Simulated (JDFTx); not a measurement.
**Tc: single point with PBE**

Tc:

```
Tc
1.0
     0.00000    1.95000    1.95000
     1.95000    0.00000    1.95000
     1.95000    1.95000    0.00000
Tc
1
Direct
  0.00000 0.00000 0.00000
```

This isn't the form of Tc at room conditions, which is hcp.

```yaml
Program: JDFTx 1.7.0 (patched build)
Task: single point
Functional: PBE
Potentials_or_basis: PseudoDojo-SR-PBE-0.5-standard
Cutoff: 1143 eV
Density_cutoff: 4572 eV
k_mesh: 12 × 12 × 12
Occupations: fermi-dirac, width 0.05 eV
Spin: no spin polarisation
Bands: 13
Density_cutoff_over_wavefunction_cutoff: 4
Max_SCF_steps: 100
SCF_threshold_on_the_energy: 1e-08 Ha
Solver_of_the_electrons: scf
Further_solve_for_the_empty_bands: yes
```

The pressure is -6.0 GPa and the band gap on the k mesh is none (metal or under the smearing width).

Levels at points of the mesh, in eV from the Fermi level:
| k point | band 4 | band 5 | band 6 | band 7 | band 8 | band 9 |
| --- | --- | --- | --- | --- | --- | --- |
| (0.00, 0.00, 0.00) | -38.43 | -7.39 | -1.76 | -1.76 | -1.76 | 0.74 |
| (0.00, 0.00, 0.50) | -38.58 | -5.40 | -1.92 | -1.92 | 1.14 | 2.68 |
| (0.00, 0.50, 0.50) | -38.84 | -5.73 | -5.16 | 2.62 | 3.22 | 3.22 |

It took 25 s on 1 thread of Arm Neoverse V2, on a shared host, peak memory 0.08 GiB.
